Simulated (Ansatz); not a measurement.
Ansatz input file:

```yaml
crystal:
  lattice:
    - [4.058210136, 0.0, 0.0]
    - [-2.029105068, 3.5145130717, 0.0]
    - [0.0, 0.0, 20.07417866]
  atoms:
    - { symbol: Ge, position: [0.0, 0.0, 0.0] }
    - { symbol: Ge, position: [0.0, 0.0, 0.125] }
    - { symbol: Ge, position: [0.3333333333, 0.6666666667, 0.1666666667] }
    - { symbol: Ge, position: [0.3333333333, 0.6666666667, 0.2916666667] }
    - { symbol: Ge, position: [0.6666666667, 0.3333333333, 0.3333333333] }
    - { symbol: Ge, position: [0.6666666667, 0.3333333333, 0.4583333333] }
    - { symbol: Ge, position: [0.0, 0.0, 0.5] }
    - { symbol: Ge, position: [0.0, 0.0, 0.625] }
    - { symbol: Ge, position: [0.6666666667, 0.3333333333, 0.6666666667] }
    - { symbol: Ge, position: [0.6666666667, 0.3333333333, 0.7916666667] }
    - { symbol: Ge, position: [0.3333333333, 0.6666666667, 0.8333333333] }
    - { symbol: Ge, position: [0.3333333333, 0.6666666667, 0.9583333333] }
basis:
  ecutwfc: 420
kpoints:
  mp_grid: { grid: [12, 12, 3] }
hamiltonian:
  xc: pbe
scf:
  occupations: { method: gaussian, width: 0.1 }
output:
  forces: true
  stress: true
  eigenvalues: true
  populations: true
relax:
  adjacent_minimum: "off"
  f_tol: 0.01
  max_steps: 45
  cell: { stress_tol: 0.05 }
```

Command:
```bash
ansatz run input.yaml --threads 1 --pin off --max-ram 2560MiB --backend cpu --events-out ev --progress --plain --runs-dir out
```

Computed with DFT PBE, scalar-relativistic, plane waves, PAW in Ansatz 0.2.0.

Part of what the program printed, abridged (iterations and final results):

```
SCF iter   1: F=—  HF=-51539.738228 eV  |F-HF|=—  |Δ(HF+E_count)|=         —  Δρ=1.49e-3  dr2=8.69e-3  ethr=1.77e-3  ⟨swp⟩=5.8  Hψ=13419  notcnv=0  defer=10
SCF iter   2: F=—  HF=-51539.737814 eV  |F-HF|=—  |Δ(HF+E_count)|=   4.14e-4  Δρ=1.31e-3  dr2=4.78e-3  ethr=5.17e-6  ⟨swp⟩=2.0  Hψ=7643  notcnv=0  defer=19
SCF iter   3: F=—  HF=-51539.735083 eV  |F-HF|=—  |Δ(HF+E_count)|=   2.73e-3  Δρ=3.63e-4  dr2=3.15e-3  ethr=2.85e-6  ⟨swp⟩=2.0  Hψ=6655  notcnv=0  defer=19
SCF iter   4: F=—  HF=-51539.734680 eV  |F-HF|=—  |Δ(HF+E_count)|=   4.02e-4  Δρ=1.85e-4  dr2=7.96e-4  ethr=1.87e-6  ⟨swp⟩=2.0  Hψ=4150  notcnv=0  defer=19
SCF iter   5: F=—  HF=-51539.734537 eV  |F-HF|=—  |Δ(HF+E_count)|=   1.43e-4  Δρ=6.82e-5  dr2=8.73e-5  ethr=4.74e-7  ⟨swp⟩=2.0  Hψ=3897  notcnv=0  defer=19
SCF iter   6: F=—  HF=-51539.734619 eV  |F-HF|=—  |Δ(HF+E_count)|=   8.20e-5  Δρ=1.94e-5  dr2=4.20e-6  ethr=5.19e-8  ⟨swp⟩=2.0  Hψ=4097  notcnv=0  defer=19
SCF iter   7: F=-51539.734618 eV  HF=-51539.734619 eV  |F-HF|=1.36e-7  |Δ(HF+E_count)|=   8.79e-7  Δρ=7.22e-6  dr2=9.57e-8  ethr=5.95e-11  ⟨swp⟩=7.3  Hψ=20324  notcnv=0
SCF 1 converged in 7 iterations: F = -51539.734618 eV  dr2 = 9.57e-8
relax step   1: F+E_penalty+E_count = -51539.73461837 eV  Δ(F+E_penalty+E_count) = +0.000e0 eV  max|allowed force component| = 1.275e-1 eV/Å  Δτ_max = 0.0000 Å  P = +0.035 GPa  Ω = 286.311 Å³  (7 SCF iters, dr2 threshold 1.00e-7 eV, accepted)
Crystal: 12 atoms, lattice volume = 286.408 Å³
Basis set: ecut = 420 eV, 5539 PW (Γ), exchange–correlation on 60×60×270 points (8 copies of the dense FFT grid, shifted against one another)
Initial density: handed on by an earlier stage of this run
Initial wavefunctions: those handed on with the density
SCF iter   1: F=—  HF=-51539.740780 eV  |F-HF|=—  |Δ(HF+E_count)|=         —  Δρ=8.89e-4  dr2=1.91e-3  ethr=9.37e-7  ⟨swp⟩=2.2  Hψ=16335  notcnv=0
SCF iter   2: F=—  HF=-51539.741391 eV  |F-HF|=—  |Δ(HF+E_count)|=   6.11e-4  Δρ=5.25e-4  dr2=4.36e-3  ethr=9.37e-7  ⟨swp⟩=2.1  Hψ=7038  notcnv=0  recentre
SCF iter   3: F=—  HF=-51539.740587 eV  |F-HF|=—  |Δ(HF+E_count)|=   8.04e-4  Δρ=3.39e-4  dr2=1.06e-3  ethr=9.37e-7  ⟨swp⟩=2.0  Hψ=6890  notcnv=0
SCF iter   4: F=—  HF=-51539.740423 eV  |F-HF|=—  |Δ(HF+E_count)|=   1.64e-4  Δρ=6.16e-5  dr2=6.98e-6  ethr=6.33e-7  ⟨swp⟩=2.0  Hψ=4325  notcnv=0
SCF iter   5: F=—  HF=-51539.740527 eV  |F-HF|=—  |Δ(HF+E_count)|=   1.04e-4  Δρ=1.32e-5  dr2=4.07e-7  ethr=6.06e-10  ⟨swp⟩=4.2  Hψ=16600  notcnv=0
SCF iter   6: F=-51539.740527 eV  HF=-51539.740527 eV  |F-HF|=7.60e-9  |Δ(HF+E_count)|=   7.06e-8  Δρ=3.61e-6  dr2=2.62e-8  ethr=2.42e-10  ⟨swp⟩=2.0  Hψ=11712  notcnv=0
SCF 2 converged in 6 iterations: F = -51539.740527 eV  dr2 = 2.62e-8
relax step   2: F+E_penalty+E_count = -51539.74052673 eV  Δ(F+E_penalty+E_count) = -5.908e-3 eV  max|allowed force component| = 4.822e-2 eV/Å  Δτ_max = 0.0112 Å  P = +0.019 GPa  Ω = 286.408 Å³  energy of the carried Pulay correction = -1.525e-5 eV  (6 SCF iters, dr2 threshold 1.02e-6 eV, accepted)
Crystal: 12 atoms, lattice volume = 286.485 Å³
Basis set: ecut = 420 eV, 5551 PW (Γ), exchange–correlation on 60×60×270 points (8 copies of the dense FFT grid, shifted against one another)
SCF iter   1: F=—  HF=-51539.741379 eV  |F-HF|=—  |Δ(HF+E_count)|=         —  Δρ=2.52e-4  dr2=1.39e-4  ethr=7.12e-8  ⟨swp⟩=2.6  Hψ=15757  notcnv=0
SCF iter   2: F=—  HF=-51539.741417 eV  |F-HF|=—  |Δ(HF+E_count)|=   3.80e-5  Δρ=7.93e-5  dr2=6.10e-5  ethr=7.12e-8  ⟨swp⟩=2.8  Hψ=7687  notcnv=0
SCF iter   3: F=—  HF=-51539.741398 eV  |F-HF|=—  |Δ(HF+E_count)|=   1.98e-5  Δρ=2.14e-5  dr2=7.18e-6  ethr=3.63e-8  ⟨swp⟩=3.0  Hψ=7372  notcnv=0
SCF iter   4: F=—  HF=-51539.741396 eV  |F-HF|=—  |Δ(HF+E_count)|=   1.33e-6  Δρ=1.15e-5  dr2=2.37e-6  ethr=4.28e-9  ⟨swp⟩=3.0  Hψ=7213  notcnv=0
SCF iter   5: F=-51539.741396 eV  HF=-51539.741396 eV  |F-HF|=3.91e-8  |Δ(HF+E_count)|=   4.34e-7  Δρ=3.48e-6  dr2=3.53e-8  ethr=8.65e-11  ⟨swp⟩=3.3  Hψ=12646  notcnv=0
SCF 3 converged in 5 iterations: F = -51539.741396 eV  dr2 = 3.53e-8
relax step   3: F+E_penalty+E_count = -51539.74139576 eV  Δ(F+E_penalty+E_count) = -8.690e-4 eV  max|allowed force component| = 6.402e-3 eV/Å  Δτ_max = 0.0041 Å  P = -0.001 GPa  Ω = 286.485 Å³  energy of the carried Pulay correction = -2.737e-5 eV  (5 SCF iters, dr2 threshold 1.45e-7 eV, accepted)
Initial wavefunctions: pseudopotential atomic-orbital guess (no wavefunctions were taken with the density)
SCF iter   1: F=—  HF=-51539.740814 eV  |F-HF|=—  |Δ(HF+E_count)|=         —  Δρ=8.15e-5  dr2=4.35e-7  ethr=2.63e-7  ⟨swp⟩=2.1  Hψ=21319  notcnv=0
SCF iter   2: F=—  HF=-51539.741430 eV  |F-HF|=—  |Δ(HF+E_count)|=   6.16e-4  Δρ=4.17e-6  dr2=6.20e-8  ethr=2.59e-10  ⟨swp⟩=2.0  Hψ=7036  notcnv=0
SCF iter   3: F=—  HF=-51539.741430 eV  |F-HF|=—  |Δ(HF+E_count)|=   1.28e-7  Δρ=3.26e-6  dr2=5.62e-8  ethr=3.69e-11  ⟨swp⟩=2.0  Hψ=7036  notcnv=0
SCF iter   4: F=—  HF=-51539.741430 eV  |F-HF|=—  |Δ(HF+E_count)|=   8.72e-8  Δρ=1.34e-6  dr2=9.81e-9  ethr=3.34e-11  ⟨swp⟩=3.0  Hψ=7091  notcnv=0
SCF iter   5: F=—  HF=-51539.741430 eV  |F-HF|=—  |Δ(HF+E_count)|=   3.03e-9  Δρ=3.30e-7  dr2=3.68e-10  ethr=5.84e-12  ⟨swp⟩=2.0  Hψ=7034  notcnv=0
SCF iter   6: F=-51539.741430 eV  HF=-51539.741430 eV  |F-HF|=1.46e-11  |Δ(HF+E_count)|=  9.90e-10  Δρ=7.51e-8  dr2=2.38e-11  ethr=1.00e-12  ⟨swp⟩=4.5  Hψ=14105  notcnv=0
SCF 4 converged in 6 iterations: F = -51539.741430 eV  dr2 = 2.38e-11
SCF converged after 6 iterations
Free energy (F): -51539.741430 eV
Harris-Foulkes:  -51539.741430 eV  (|F-HF|=1.46e-11)
Internal energy: -51539.739579 eV  (E = F + TS)
E sigma→0 (E₀):  -51539.740505 eV
Entropy (-TS):   -0.001850 eV (-0.154 meV/atom)
Fermi energy:    7.900076 eV
--- Per-component energies (eV) ---
  E_band       = -1891.407554
  E_kinetic    = 1330.464245
  E_local      = -30115.422075  (includes V_loc(G=0)·N_el)
  E_nonlocal   = 5018.558153
  E_hartree    = 13198.221063
  E_xc         = -903.516910
  E_vxc        = -770.772673  (∫ρ·V_xc dr)
  E_paw        = -24235.975836  (= ΣΔE_a)
  E_vpaw       = -3750.681286  (= ΣTr[D̂ρ^β])
  E_aug_tail   = 0.003934  (compensation charges beyond the density's cutoff)
  E_ewald      = -15832.072153
  E_smearing   = -0.001850  (= −TS)
--- Forces (eV/Å), atoms counted from 1 ---
  atom   1  Ge     0.00000000     0.00000000     0.00555211
  atom   2  Ge     0.00000000     0.00000000    -0.00555211
  atom   3  Ge     0.00000000     0.00000000     0.00305675
  atom   4  Ge     0.00000000     0.00000000    -0.00640805
  atom   5  Ge     0.00000000     0.00000000     0.00640805
  atom   6  Ge     0.00000000     0.00000000    -0.00305675
  atom   7  Ge     0.00000000     0.00000000     0.00555211
  atom   8  Ge     0.00000000     0.00000000    -0.00555211
  atom   9  Ge     0.00000000     0.00000000     0.00305675
  atom  10  Ge     0.00000000     0.00000000    -0.00640805
  atom  11  Ge     0.00000000     0.00000000     0.00640805
  atom  12  Ge     0.00000000     0.00000000    -0.00305675
--- Stress (GPa, compression-positive) ---
        0.007018       0.000000       0.000000
        0.000000       0.007018       0.000000
        0.000000       0.000000      -0.016905
  P = ⅓ Tr σ = -0.0010 GPa (-0.010 kbar)
--- Band table (eV; the first three rows and the last of 38) ---
  k-point 0: bands = ["-16.8760", "-16.8760", "-16.8752", "-16.8752", "-16.8633", "-16.8633", "-16.8578", "-16.8578", "-16.8505", "-16.8505", "-16.8503", "-16.8490", "-16.8422", "-16.8420", "-16.8420", "-16.8403", "-16.8231", "-16.8226", "-16.8178", "-16.8178", "-16.8073", "-16.8073", "-16.7980", "-16.7980", "-16.7893", "-16.7893", "-16.7768", "-16.7768", "-16.7747", "-16.7747", "-16.6671", "-16.6671", "-16.6643", "-16.6643", "-16.6562", "-16.6562", "-16.6497", "-16.6471", "-16.6449", "-16.6449", "-16.6442", "-16.6442", "-16.6438", "-16.6386", "-16.6340", "-16.6315", "-16.6315", "-16.6314", "-16.6192", "-16.6192", "-16.6101", "-16.6101", "-16.6076", "-16.6076", "-16.6022", "-16.6022", "-16.5 ...
  k-point 1: bands = ["-16.8758", "-16.8758", "-16.8754", "-16.8754", "-16.8622", "-16.8622", "-16.8597", "-16.8597", "-16.8500", "-16.8494", "-16.8480", "-16.8480", "-16.8439", "-16.8439", "-16.8417", "-16.8407", "-16.8230", "-16.8228", "-16.8155", "-16.8155", "-16.8106", "-16.8106", "-16.7950", "-16.7950", "-16.7910", "-16.7910", "-16.7761", "-16.7761", "-16.7751", "-16.7751", "-16.6666", "-16.6666", "-16.6653", "-16.6653", "-16.6542", "-16.6542", "-16.6499", "-16.6499", "-16.6493", "-16.6481", "-16.6423", "-16.6399", "-16.6390", "-16.6390", "-16.6340", "-16.6340", "-16.6331", "-16.6319", "-16.6171", "-16.6171", "-16.6131", "-16.6131", "-16.6053", "-16.6053", "-16.6030", "-16.6030", "-16.5 ...
  k-point 2: bands = ["-16.8803", "-16.8787", "-16.8777", "-16.8768", "-16.8665", "-16.8643", "-16.8596", "-16.8593", "-16.8538", "-16.8524", "-16.8515", "-16.8484", "-16.8441", "-16.8430", "-16.8406", "-16.8345", "-16.8214", "-16.8192", "-16.8150", "-16.8128", "-16.8053", "-16.8035", "-16.7952", "-16.7935", "-16.7851", "-16.7845", "-16.7742", "-16.7737", "-16.7702", "-16.7695", "-16.6760", "-16.6731", "-16.6726", "-16.6686", "-16.6619", "-16.6585", "-16.6565", "-16.6548", "-16.6510", "-16.6459", "-16.6448", "-16.6442", "-16.6432", "-16.6365", "-16.6352", "-16.6286", "-16.6273", "-16.6266", "-16.6227", "-16.6166", "-16.6112", "-16.6107", "-16.6074", "-16.6060", "-16.6000", "-16.5989", "-16.5 ...
  k-point 37: bands = ["-16.9038", "-16.9035", "-16.8907", "-16.8907", "-16.8885", "-16.8885", "-16.8825", "-16.8825", "-16.8780", "-16.8780", "-16.8691", "-16.8681", "-16.8039", "-16.8039", "-16.7968", "-16.7931", "-16.7866", "-16.7866", "-16.7540", "-16.7516", "-16.7516", "-16.7469", "-16.7439", "-16.7439", "-16.7384", "-16.7384", "-16.7341", "-16.7312", "-16.7272", "-16.7272", "-16.7239", "-16.7239", "-16.7181", "-16.7181", "-16.7175", "-16.7169", "-16.7048", "-16.7016", "-16.7004", "-16.7004", "-16.6859", "-16.6859", "-16.6772", "-16.6772", "-16.6678", "-16.6665", "-16.6665", "-16.6662", "-16.5889", "-16.5889", "-16.5868", "-16.5851", "-16.5793", "-16.5793", "-16.5775", "-16.5761", "-16. ...
--- Relaxed structure (3 steps of the walk, 3 accepted, 1 SCFs on fresh bases) ---
  F+E_penalty+E_count = -51539.74142974 eV   max|allowed force component| = 6.408e-3 eV/Å   (the final SCF, on the basis selected at the relaxed cell)
  cell:  # Å, volume = 286.4845 Å³
    - [4.06813194, 0.0, 0.0]
    - [-2.03406597, 3.52310560, 0.0]
    - [0.0, 0.0, 19.98851325]
  atoms:
    - { symbol: Ge, position: [0.0, 0.0, -0.00039960] }
    - { symbol: Ge, position: [0.0, 0.0, 0.12539960] }
    - { symbol: Ge, position: [0.33333333, 0.66666666, 0.16714927] }
    - { symbol: Ge, position: [0.33333333, 0.66666666, 0.29172905] }
    - { symbol: Ge, position: [0.66666666, 0.33333333, 0.33327094] }
    - { symbol: Ge, position: [0.66666666, 0.33333333, 0.45785072] }
    - { symbol: Ge, position: [0.0, 0.0, 0.49960039] }
    - { symbol: Ge, position: [0.0, 0.0, 0.62539960] }
    - { symbol: Ge, position: [0.66666666, 0.33333333, 0.66714927] }
    - { symbol: Ge, position: [0.66666666, 0.33333333, 0.79172905] }
    - { symbol: Ge, position: [0.33333333, 0.66666666, 0.83327094] }
    - { symbol: Ge, position: [0.33333333, 0.66666666, 0.95785072] }
--- Löwdin populations: 12 sites ---
  site symbol q [e]
     0     Ge     13.9847
     1     Ge     13.9847
     2     Ge     13.9791
     3     Ge     13.9782
     4     Ge     13.9782
     5     Ge     13.9791
     6     Ge     13.9847
     7     Ge     13.9847
     8     Ge     13.9791
     9     Ge     13.9782
    10     Ge     13.9782
    11     Ge     13.9791
  spilling = 0.001382 (of n_electrons = 168.000000)
```

The relaxation met its thresholds.

Time: 5.1 min on 1 thread of Arm Neoverse V1, on a shared host, peak memory 1 GiB.